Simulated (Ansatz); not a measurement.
# Ni: which magnetic state does the SCF reach?

Is Ni magnetic at this level, in which order, and do all starts find it? Single-point runs from several starts follow. The cell (2 atoms) is Ni in its deposited structure (space group Fm-3m, primitive cell doubled). Source: COD entry 2100658, which need not be the ambient phase.

Program: Ansatz 0.2.0. Level of theory: DFT r2SCAN, PAW, plane waves, scalar-relativistic. These are calculated values, not measurements.

**1. The starting structure**

The structure is cubic, space group Fm-3m (No. 225). Conventional cell: a = 3.532 Å, b = 3.532 Å, c = 3.532 Å, α = 90.00°, β = 90.00°, γ = 90.00°. Ni (site symmetry m-3m) is surrounded by 12 Ni at 2.50 Å.

As a file:

```cif
data_structure
_symmetry_space_group_name_H-M 'P 1'
_symmetry_Int_Tables_number 1
_cell_length_a 4.9946
_cell_length_b 2.4973
_cell_length_c 2.4973
_cell_angle_alpha 60.000
_cell_angle_beta 60.000
_cell_angle_gamma 60.000
_cell_volume 22.03
loop_
_atom_site_label
_atom_site_type_symbol
_atom_site_fract_x
_atom_site_fract_y
_atom_site_fract_z
_atom_site_occupancy
Ni1 Ni 0.00000 0.00000 0.00000 1
Ni2 Ni 0.50000 0.00000 0.00000 1
```

In tables a label like Ni2 counts atoms in the order of input.yaml; a structure file may count by element.

Planned first: parallel moments, plain SCF; opposed moments +-, plain SCF; no spin polarisation; spin on, no moments given (the program may seed its own), plain SCF. What is tried next depends on their ends.

“Plain SCF” means no search for lower states. Ends within 0.2 meV/atom and 0.1 μB count as one state.

Site moments are integrals over atomic spheres and don't add up to the total.

**2. Parallel moments, plain SCF**

The input, input.yaml:

```yaml
crystal:
  lattice:
    - [0.0, 3.53173333, 3.53173333]
    - [1.76586667, 0.0, 1.76586667]
    - [1.76586667, 1.76586667, 0.0]
  atoms:
    - { symbol: Ni, position: [0.0, 0.0, 0.0], spin: 2.0 }
    - { symbol: Ni, position: [0.5, 0.0, 0.0], spin: 2.0 }
magnetization:
  spin_polarized: true
hamiltonian:
  xc: r2scan
  pseudopotentials: { kind: paw }
basis:
  ecutwfc: 500
kpoints:
  mp_grid: { grid: [7, 14, 14] }
scf:
  occupations: { method: fermi_dirac, width: 0.05 }
  lower_state_search: "off"
output:
  forces: true
  stress: true
```

Standard output (excerpt; [...] marks lines left out):

```text
[...]
Pseudopotentials: kind: paw
Pseudopotential: Ni, paw, valence charge 18, recommended cutoff 500 eV (meta_gga), Ni.paw.azcp
Functional definition: r2SCAN
[...]
Crystal: 2 atoms, lattice volume = 22.026 Å³
Basis set: ecut = 500 eV, 555 PW (Γ), exchange–correlation on 160×80×80 points (64 copies of the dense FFT grid, shifted against one another)
Bands: 24, of which v1, the nominal top of the filled ones, is band 18 counted from 1 (17 counted from 0)
Symmetry: 24 space group operations
Space group: Fm-3m (ITA 225), of the structure as read, at distance tolerance 2.8e-5 Å
Magnetic group: BNS 225.116 (UNI 1618), of the structure as read, at distance tolerance 2.8e-5 Å
k-points: 144 of 1372
[...]
Starting moments: Σ|m| = 4 μB on 2 of 2 sites
[...]
SCF iter   1: F=-11690.355898 eV  HF=-11689.739151 eV  |F-HF|=6.17e-1  |Δ(HF+E_count)|=         —  Δρ=1.10e-1 (↑8.94e-2 ↓1.10e-1)  dr2=5.62e-2  dr2_τ=3.35e-2  dr2_m=1.99e0  M=2.085 μB ∫|m|=2.364 μB  β_m=0.63  ethr=1.57e-4  ⟨swp⟩=1.8  Hψ=38559  notcnv=0
[...]
spin-set hold released at iteration 1 (the charge has settled, or the pull on large starting moments outlasts its swing): the magnetisation degrees of freedom join the quasi-Newton model from the next iteration; the mixer history was flushed
[...]
SCF iter  14: F=-11690.562028 eV  HF=-11690.562028 eV  |F-HF|=5.96e-8  |Δ(HF+E_count)|=   2.86e-7  Δρ=1.90e-6 (↑1.90e-6 ↓1.78e-6)  dr2=1.95e-11  dr2_τ=2.83e-12  dr2_m=6.62e-10  M=1.521 μB ∫|m|=1.882 μB  ethr=1.00e-12  ⟨swp⟩=4.0  Hψ=21954  notcnv=0
[...]
this state was not tested for a lower state beside it, because the mixer in use, unlike msr1, does not test its closes by its own steps (another_mixer; see scf.mixing.algorithm and scf.lower_state_search)
SCF converged after 14 iterations
Magnetization: 1.5211 μB (18.7606 up, 17.2394 down)
Absolute magnetization: 1.8842 μB (∫|ρ↑−ρ↓|, with the PAW one-centre terms)
Spin contamination: 0.0468 ħ² per cell (⟨S²⟩ above its minimum at these occupations)
Per-site moments (μB) at R_I (Å): [(0.8319327029139156, 1.03014144310381), (0.8319327029139156, 1.03014144310381)]
Free energy (F): -11690.562028 eV
[...]
E sigma→0 (E₀):  -11690.551210 eV
Entropy (-TS):   -0.021636 eV (-10.818 meV/atom)
Fermi energy:    17.858612 eV
[...]
--- Forces (eV/Å), atoms counted from 1 ---
  atom   1  Ni    -0.00000000     0.00000000     0.00000000
  atom   2  Ni    -0.00000000     0.00000000     0.00000000
[...]
--- Stress (GPa, compression-positive) ---
       -8.837362       0.000000       0.000000
        0.000000      -8.837362      -0.000000
        0.000000      -0.000000      -8.837362
  P = ⅓ Tr σ = -8.8374 GPa (-88.374 kbar)
```

It took 13 s on 2 threads of an x86-64 CPU, shared host; peak memory 0.54 GiB.

Result: ferromagnetic, site moments Ni1 0.83, Ni2 0.83 μB, total 1.52 μB per cell, no gap on the k-mesh.

**3. Opposed moments +-, plain SCF**

Edit input.yaml of step 2 so:

```diff
@@ -7,3 +7,3 @@
     - { symbol: Ni, position: [0.0, 0.0, 0.0], spin: 2.0 }
-    - { symbol: Ni, position: [0.5, 0.0, 0.0], spin: 2.0 }
+    - { symbol: Ni, position: [0.5, 0.0, 0.0], spin: -2.0 }
 magnetization:
```

Standard output (excerpt; [...] marks lines left out):

```text
[... 12 lines as in an earlier run ...]
Symmetry: 12 space group operations
Space group: R-3m (ITA 166), of the structure as read, at distance tolerance 2.8e-5 Å
Magnetic group: BNS 166.102 (UNI 1332), of the structure as read, at distance tolerance 2.8e-5 Å
[... 6 lines as in an earlier run ...]
Starting moments: Σ|m| = 4 μB on 2 of 2 sites
Starting magnetic order: antiferromagnet; a translation exchanges its spin sublattices: spin-degenerate at every k-point
[... 2 lines as in an earlier run ...]
spin-down is spin-up translated by (0.5, 0, 0): one eigenproblem is solved per k-point and the antiferromagnetic symmetry of the starting moments is kept exactly by this SCF (crystal.symmetry.spin_inversion_symmetry: false solves both channels; [...]
[... 1 line as in an earlier run ...]
SCF converged after 16 iterations
Magnetization: 0.0000 μB (18.0000 up, 18.0000 down)
Absolute magnetization: 1.2275 μB (∫|ρ↑−ρ↓|, with the PAW one-centre terms)
Spin contamination: 0.5735 ħ² per cell (⟨S²⟩ above its minimum at these occupations)
Per-site moments (μB) at R_I (Å): [(0.5868585700677819, 1.03014144310381), (-0.5868585700677819, 1.03014144310381)]
Free energy (F): -11690.380197 eV
[...]
E sigma→0 (E₀):  -11690.370193 eV
Entropy (-TS):   -0.020007 eV (-10.004 meV/atom)
Fermi energy:    17.590343 eV
[...]
--- Forces (eV/Å), atoms counted from 1 ---
  atom   1  Ni    -0.00000000    -0.00000000     0.00000000
  atom   2  Ni     0.00000000    -0.00000000     0.00000000
[...]
--- Stress (GPa, compression-positive) ---
       -9.254764      -1.421495      -1.421495
       -1.421495      -9.254764       1.421495
       -1.421495       1.421495      -9.254764
  P = ⅓ Tr σ = -9.2548 GPa (-92.548 kbar)
```

Wall time 8.6 s (2 threads of an x86-64 CPU, shared host); peak memory 0.54 GiB.

The state reached is antiferromagnetic (magnetic neighbours of Ni1 with a moment over 0.3 of its own that point the other way: 6 of 12 at 2.50 Å, 6 of 6 at 3.53 Å), site moments Ni1 0.59, Ni2 -0.59 μB, total 0.00 μB per cell, no gap on the k-mesh. It lies 90.9 meV/atom above the lowest state so far (step 2).

**4. No spin polarisation**

Edit input.yaml of step 3 so:

```diff
@@ -6,6 +6,4 @@
   atoms:
-    - { symbol: Ni, position: [0.0, 0.0, 0.0], spin: 2.0 }
-    - { symbol: Ni, position: [0.5, 0.0, 0.0], spin: -2.0 }
-magnetization:
-  spin_polarized: true
+    - { symbol: Ni, position: [0.0, 0.0, 0.0] }
+    - { symbol: Ni, position: [0.5, 0.0, 0.0] }
 hamiltonian:
```

Standard output (excerpt; [...] marks lines left out):

```text
[... 11 lines as in an earlier run ...]
Bands: 22, of which v1, the nominal top of the filled ones, is band 18 counted from 1 (17 counted from 0)
[... 7 lines as in an earlier run ...]
[...]
[... 2 lines as in an earlier run ...]
SCF iter   1: F=-11690.297758 eV  HF=-11690.214112 eV  |F-HF|=8.36e-2  |Δ(HF+E_count)|=         —  Δρ=1.90e-2  dr2=4.18e-2  dr2_τ=5.75e-2  ethr=1.77e-3  ⟨swp⟩=5.6  Hψ=12880  notcnv=0
[...]
SCF iter   8: F=-11690.312642 eV  HF=-11690.312642 eV  |F-HF|=4.03e-8  |Δ(HF+E_count)|=   1.32e-7  Δρ=2.30e-5  dr2=6.25e-8  dr2_τ=4.18e-10  ethr=2.78e-10  ⟨swp⟩=4.2  Hψ=16107  notcnv=0
[...]
SCF converged after 8 iterations
Free energy (F): -11690.312642 eV
[...]
E sigma→0 (E₀):  -11690.284008 eV
Entropy (-TS):   -0.057268 eV (-28.634 meV/atom)
Fermi energy:    17.441790 eV
[...]
--- Forces (eV/Å), atoms counted from 1 ---
  atom   1  Ni    -0.00000000     0.00000000     0.00000000
  atom   2  Ni     0.00000000    -0.00000000    -0.00000000
[...]
--- Stress (GPa, compression-positive) ---
      -11.620592      -0.000123      -0.000123
       -0.000123     -11.620592       0.000123
       -0.000123       0.000123     -11.620592
  P = ⅓ Tr σ = -11.6206 GPa (-116.206 kbar)
```

Run time: 4.2 s. Hardware: 2 threads of an x86-64 CPU, shared host; peak memory 0.49 GiB.

End: non-magnetic (no spin polarisation), no gap on the k-mesh. Against step 2, the lowest until now, it is 125 meV/atom higher.

**5. Spin on, no moments given (the program may seed its own), plain SCF**

Edit input.yaml of step 4 so:

```diff
@@ -21 +21,3 @@
   stress: true
+magnetization:
+  spin_polarized: true
```

Standard output (excerpt; [...] marks lines left out):

```text
band count auto-derived: 24 (N_el = 36.0; filled up to band 18; 22 by the electrons, moments and atoms)
[... 22 lines as in an earlier run ...]
[...]
SCF iter   1: F=-11689.998805 eV  HF=-11688.972024 eV  |F-HF|=1.03e0  |Δ(HF+E_count)|=         —  Δρ=1.81e-1 (↑1.81e-1 ↓1.61e-1)  dr2=5.48e-2  dr2_τ=4.19e-2  dr2_m=5.89e0  M=2.425 μB ∫|m|=2.425 μB  ethr=9.58e-4  ⟨swp⟩=1.1  Hψ=19163  notcnv=0
[...]
SCF iter  11: F=-11690.562028 eV  HF=-11690.562028 eV  |F-HF|=1.02e-9  |Δ(HF+E_count)|=   1.21e-7  Δρ=7.19e-6 (↑4.17e-6 ↓7.19e-6)  dr2=3.86e-9  dr2_τ=3.63e-11  dr2_m=2.78e-9  M=1.521 μB ∫|m|=1.882 μB  ethr=2.78e-10  ⟨swp⟩=5.0  Hψ=26795  notcnv=0
[...]
SCF converged after 11 iterations
Magnetization: 1.5212 μB (18.7606 up, 17.2394 down)
Absolute magnetization: 1.8844 μB (∫|ρ↑−ρ↓|, with the PAW one-centre terms)
Spin contamination: 0.0468 ħ² per cell (⟨S²⟩ above its minimum at these occupations)
Per-site moments (μB) at R_I (Å): [(0.8319734827717549, 1.03014144310381), (0.8319734827717549, 1.03014144310381)]
Free energy (F): -11690.562028 eV
[...]
E sigma→0 (E₀):  -11690.551210 eV
Entropy (-TS):   -0.021635 eV (-10.818 meV/atom)
Fermi energy:    17.858714 eV
[... 26 lines left out: energy terms, forces, stress ...]
```

Wall time 10 s (2 threads of an x86-64 CPU, shared host); peak memory 0.55 GiB.

The run ends in the same state as step 2 (ferromagnetic); it took 11 iterations.

**6. Parallel moments scaled by 0.2, plain SCF**

Edit input.yaml of step 5 so:

```diff
@@ -6,4 +6,6 @@
   atoms:
-    - { symbol: Ni, position: [0.0, 0.0, 0.0] }
-    - { symbol: Ni, position: [0.5, 0.0, 0.0] }
+    - { symbol: Ni, position: [0.0, 0.0, 0.0], spin: 0.4 }
+    - { symbol: Ni, position: [0.5, 0.0, 0.0], spin: 0.4 }
+magnetization:
+  spin_polarized: true
 hamiltonian:
@@ -21,3 +23 @@
   stress: true
-magnetization:
-  spin_polarized: true
```

Standard output (excerpt; [...] marks lines left out):

```text
[... 11 lines as in an earlier run ...]
Bands: 23, of which v1, the nominal top of the filled ones, is band 18 counted from 1 (17 counted from 0)
[... 9 lines as in an earlier run ...]
Starting moments: Σ|m| = 0.8 μB on 2 of 2 sites
[... 2 lines as in an earlier run ...]
[...]
SCF iter   1: F=-11690.306793 eV  HF=-11690.231822 eV  |F-HF|=7.50e-2  |Δ(HF+E_count)|=         —  Δρ=6.05e-2 (↑6.05e-2 ↓1.56e-2)  dr2=3.40e-1  dr2_τ=1.36e-2  dr2_m=2.34e-1  M=1.058 μB ∫|m|=1.102 μB  β_m=1.00  ethr=9.48e-4  ⟨swp⟩=1.0  Hψ=36672  notcnv=0
[...]
spin-set hold released at iteration 9 (site moments contracting): the magnetisation degrees of freedom join the quasi-Newton model from the next iteration; the mixer history was flushed
[...]
SCF iter  20: F=-11690.562028 eV  HF=-11690.562028 eV  |F-HF|=2.94e-9  |Δ(HF+E_count)|=   2.24e-7  Δρ=8.55e-7 (↑8.55e-7 ↓5.38e-7)  dr2=2.59e-10  dr2_τ=4.19e-13  dr2_m=1.39e-11  M=1.521 μB ∫|m|=1.882 μB  ethr=1.00e-12  ⟨swp⟩=4.2  Hψ=23109  notcnv=0
[...]
[... 1 line as in an earlier run ...]
SCF converged after 20 iterations
Magnetization: 1.5212 μB (18.7606 up, 17.2394 down)
Absolute magnetization: 1.8843 μB (∫|ρ↑−ρ↓|, with the PAW one-centre terms)
Spin contamination: 0.0468 ħ² per cell (⟨S²⟩ above its minimum at these occupations)
Per-site moments (μB) at R_I (Å): [(0.831958633567906, 1.03014144310381), (0.831958633567906, 1.03014144310381)]
Free energy (F): -11690.562028 eV
[...]
E sigma→0 (E₀):  -11690.551210 eV
Entropy (-TS):   -0.021635 eV (-10.818 meV/atom)
Fermi energy:    17.858660 eV
[... 26 lines left out: energy terms, forces, stress ...]
```

It took 17 s on 2 threads of an x86-64 CPU, shared host; peak memory 0.54 GiB.

This is the state of step 2 again (ferromagnetic), after 20 iterations.

**7. Moments +- scaled by 0.4, plain SCF**

Edit input.yaml of step 6 so:

```diff
@@ -6,4 +6,4 @@
   atoms:
-    - { symbol: Ni, position: [0.0, 0.0, 0.0], spin: 0.4 }
-    - { symbol: Ni, position: [0.5, 0.0, 0.0], spin: 0.4 }
+    - { symbol: Ni, position: [0.0, 0.0, 0.0], spin: 0.8 }
+    - { symbol: Ni, position: [0.5, 0.0, 0.0], spin: -0.8 }
 magnetization:
```

Standard output (excerpt; [...] marks lines left out):

```text
[... 21 lines as in an earlier run ...]
Starting moments: Σ|m| = 1.6 μB on 2 of 2 sites
Starting magnetic order: antiferromagnet; a translation exchanges its spin sublattices: spin-degenerate at every k-point
[... 3 lines as in an earlier run ...]
[...]
SCF iter   1: F=-11690.207038 eV  HF=-11690.118198 eV  |F-HF|=8.88e-2  |Δ(HF+E_count)|=         —  Δρ=3.20e-2 (↑3.20e-2 ↓3.20e-2)  dr2=3.06e-1  dr2_τ=1.43e-2  dr2_m=5.80e-2  M=0.000 μB ∫|m|=1.233 μB  β_m=0.30  ethr=8.53e-4  ⟨swp⟩=1.0  Hψ=18490  notcnv=0
[...]
spin-set hold released at iteration 7 (site moments contracting): the magnetisation degrees of freedom join the quasi-Newton model from the next iteration; the mixer history was flushed
[...]
SCF iter  19: F=-11690.380197 eV  HF=-11690.380197 eV  |F-HF|=5.88e-9  |Δ(HF+E_count)|=   1.99e-8  Δρ=4.63e-6 (↑4.63e-6 ↓4.63e-6)  dr2=3.06e-9  dr2_τ=4.84e-11  dr2_m=2.54e-9  M=0.000 μB ∫|m|=1.226 μB  ethr=2.22e-11  ⟨swp⟩=3.0  Hψ=11712  notcnv=0
[...]
[... 1 line as in an earlier run ...]
SCF converged after 19 iterations
Magnetization: 0.0000 μB (18.0000 up, 18.0000 down)
Absolute magnetization: 1.2273 μB (∫|ρ↑−ρ↓|, with the PAW one-centre terms)
Spin contamination: 0.5735 ħ² per cell (⟨S²⟩ above its minimum at these occupations)
Per-site moments (μB) at R_I (Å): [(0.5868028019901436, 1.03014144310381), (-0.5868028019901436, 1.03014144310381)]
Free energy (F): -11690.380197 eV
[...]
E sigma→0 (E₀):  -11690.370192 eV
Entropy (-TS):   -0.020010 eV (-10.005 meV/atom)
Fermi energy:    17.590226 eV
[... 26 lines left out: energy terms, forces, stress ...]
```

It took 9.6 s on 2 threads of an x86-64 CPU, shared host; peak memory 0.53 GiB.

Nothing new: the 19 iterations lead to the state found in step 3 (antiferromagnetic).

**8. A moment on one site alone, plain SCF**

Edit input.yaml of step 7 so:

```diff
@@ -6,4 +6,4 @@
   atoms:
-    - { symbol: Ni, position: [0.0, 0.0, 0.0], spin: 0.8 }
-    - { symbol: Ni, position: [0.5, 0.0, 0.0], spin: -0.8 }
+    - { symbol: Ni, position: [0.0, 0.0, 0.0] }
+    - { symbol: Ni, position: [0.5, 0.0, 0.0], spin: 2.0 }
 magnetization:
```

Standard output (excerpt; [...] marks lines left out):

```text
[... 14 lines as in an earlier run ...]
Magnetic group: BNS 166.97 (UNI 1327), of the structure as read, at distance tolerance 2.8e-5 Å
[... 6 lines as in an earlier run ...]
Starting moments: Σ|m| = 2 μB on 1 of 2 sites
[... 2 lines as in an earlier run ...]
SCF iter   1: F=-11685.653062 eV  HF=-11690.184422 eV  |F-HF|=4.53e0  |Δ(HF+E_count)|=         —  Δρ=1.07e-1 (↑1.07e-1 ↓5.51e-2)  dr2=5.23e0  dr2_τ=2.19e-2  dr2_m=2.23e-1  M=1.547 μB ∫|m|=1.702 μB  β_m=0.30  ethr=3.10e-3  ⟨swp⟩=5.4  Hψ=26624  notcnv=0
[...]
spin-set hold released at iteration 6 (the charge has settled, or the pull on large starting moments outlasts its swing): the magnetisation degrees of freedom join the quasi-Newton model from the next iteration; the mixer history was flushed
[...]
SCF iter  25: F=-11690.562028 eV  HF=-11690.562028 eV  |F-HF|=2.96e-8  |Δ(HF+E_count)|=   5.26e-7  Δρ=1.30e-5 (↑5.50e-6 ↓1.30e-5)  dr2=4.66e-8  dr2_τ=1.51e-10  dr2_m=4.00e-9  M=1.521 μB ∫|m|=1.882 μB  ethr=4.35e-11  ⟨swp⟩=5.1  Hψ=27091  notcnv=0
[...]
[... 1 line as in an earlier run ...]
SCF converged after 25 iterations
Magnetization: 1.5211 μB (18.7606 up, 17.2394 down)
Absolute magnetization: 1.8843 μB (∫|ρ↑−ρ↓|, with the PAW one-centre terms)
Spin contamination: 0.0468 ħ² per cell (⟨S²⟩ above its minimum at these occupations)
Per-site moments (μB) at R_I (Å): [(0.8318857228135565, 1.03014144310381), (0.8319873516256704, 1.03014144310381)]
Free energy (F): -11690.562028 eV
[...]
E sigma→0 (E₀):  -11690.551210 eV
Entropy (-TS):   -0.021636 eV (-10.818 meV/atom)
Fermi energy:    17.858617 eV
[... 26 lines left out: energy terms, forces, stress ...]
```

Wall time 21 s (2 threads of an x86-64 CPU, shared host); peak memory 0.55 GiB.

Nothing new: the 25 iterations lead to the state found in step 2 (ferromagnetic).

**9. Comparing the starts**

| step | iterations | state | moments of Ni1 Ni2 (μB) | total (μB) | gap (eV) | pressure (GPa) | above lowest (meV/atom) |
| --- | --- | --- | --- | --- | --- | --- | --- |
| 2 | 14 | 1 | 0.83 0.83 | 1.52 | none | -8.8 | 0.0 |
| 3 | 16 | 2 | 0.59 -0.59 | 0.00 | none | -9.3 | 90.9 |
| 4 | 8 | 3 | 0.00 0.00 | 0.00 | none | -11.6 | 125 |
| 5 | 11 | 1 | 0.83 0.83 | 1.52 | none | -8.8 | 0.0 |
| 6 | 20 | 1 | 0.83 0.83 | 1.52 | none | -8.8 | 0.0 |
| 7 | 19 | 2 | 0.59 -0.59 | 0.00 | none | -9.3 | 90.9 |
| 8 | 25 | 1 | 0.83 0.83 | 1.52 | none | -8.8 | 0.0 |

States are numbered from the lowest. Starts by step: 2 parallel moments, plain SCF; 3 opposed moments +-, plain SCF; 4 no spin polarisation; 5 spin on, no moments given (the program may seed its own), plain SCF; 6 parallel moments scaled by 0.2, plain SCF; 7 moments +- scaled by 0.4, plain SCF; 8 a moment on one site alone, plain SCF.

The 7 runs of this session took 83 s in all, from 4.2 s to 21 s each.

Decimal logarithm of the largest residual (eV) by iteration, counted through all cycles of a run:

| iteration | step 2 | step 3 | step 4 | step 5 | step 6 | step 7 | step 8 |
| --- | --- | --- | --- | --- | --- | --- | --- |
| 1 | 0.3 | 0.4 | -1.2 | 0.8 | -0.5 | -0.5 | 0.7 |
| 2 | -0.4 | 0.2 | -2.1 | -0.7 | -1.0 | -1.0 | 1.2 |
| 3 | -2.0 | -1.0 | -2.7 | -1.0 | -2.0 | -1.6 | -0.1 |
| 4 | -1.9 | -1.6 | -2.5 | -1.4 | -2.0 | -1.8 | 0.0 |
| 5 | -2.5 | -2.1 | -3.6 | -1.5 | -2.0 | -2.0 | -0.1 |
| 8 | -4.6 | -3.3 | -7.2 | -3.9 | -2.5 | -2.6 | 0.4 |
| 10 | -6.3 | -4.2 | - | -6.6 | -3.3 | -3.2 | -1.6 |
| 12 | -8.1 | -5.1 | - | - | -4.5 | -4.5 | -2.1 |
| 14 | -9.2 | -6.5 | - | - | -5.4 | -5.5 | -3.0 |
| 16 | - | -7.1 | - | - | -6.2 | -6.1 | -3.9 |
| 18 | - | - | - | - | -7.9 | -8.1 | -5.4 |
| 21 | - | - | - | - | - | - | -6.3 |
| 23 | - | - | - | - | - | - | -6.9 |
| 25 | - | - | - | - | - | - | -7.3 |

**10. Summary of results**

```
                      quantity                                                     value
               distinct states                                   3 from 7 converged runs
lowest state from plain starts                                             ferromagnetic
                   its moments                                     Ni1 0.83, Ni2 0.83 μB
                  total moment                                          1.52 μB per cell
             gap on the k-mesh                                                      none
                      pressure                                                  -8.8 GPa
                 largest force                                                0.000 eV/Å
                    next state                   antiferromagnetic, 90.9 meV/atom higher
                 highest state  non-magnetic (no spin polarisation), 125 meV/atom higher
```

**Reading.** 7 runs converged, to 3 different states. Switching spin polarisation off costs 125 meV/atom in free energy, smearing entropy included. The best antiferromagnetic state lies 90.9 meV/atom above the best ferromagnetic one. The search isn't exhaustive: larger magnetic cells and non-collinear orders weren't tried.
